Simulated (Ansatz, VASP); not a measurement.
# Ge in VASP and in Ansatz

```
Ge
1.0
     0.00000    2.82877    2.82877
     2.82877    0.00000    2.82877
     2.82877    2.82877    0.00000
Ge
2
Direct
  0.50000 0.50000 0.50000
  0.78977 0.71023 0.78977
```

Change from the starting cell: one atom moved.

Alike in both runs: task single point; functional PBE; k mesh 12 × 12 × 12; occupations gaussian, width 0.1 eV; no spin polarisation.

|  | VASP | Ansatz |
| --- | --- | --- |
| version | VASP 6.6.1 | Ansatz 0.2.0 |
| potentials or method | VASP PAW PBE potentials, release 64 (Ge_d) | scalar-relativistic, plane waves, PAW |
| plane-wave cutoff (eV) | 520 | 420 |
| valence electrons in the cell | 28 | 28 |

VASP gave:

- gap on the k mesh at the Fermi level (eV): none
- pressure (GPa): 5.2
- largest component of the traceless stress (GPa): 7.76
- rms of the force components (eV/Å): 1.394

Question: What did Ansatz give for the same quantities?

Answer: gap on the k mesh at the Fermi level (eV): none; pressure (GPa): 5.3; largest component of the traceless stress (GPa): 7.81; rms of the force components (eV/Å): 1.396.

Atom by atom the forces differ by 0.002 eV/Å (rms over components). A gap of «none» marks a metal or a gap that the smearing closes.

Caveats: forces of over 1 eV/Å show positions far from the minimum, so gaps and moduli don't describe the material at rest.
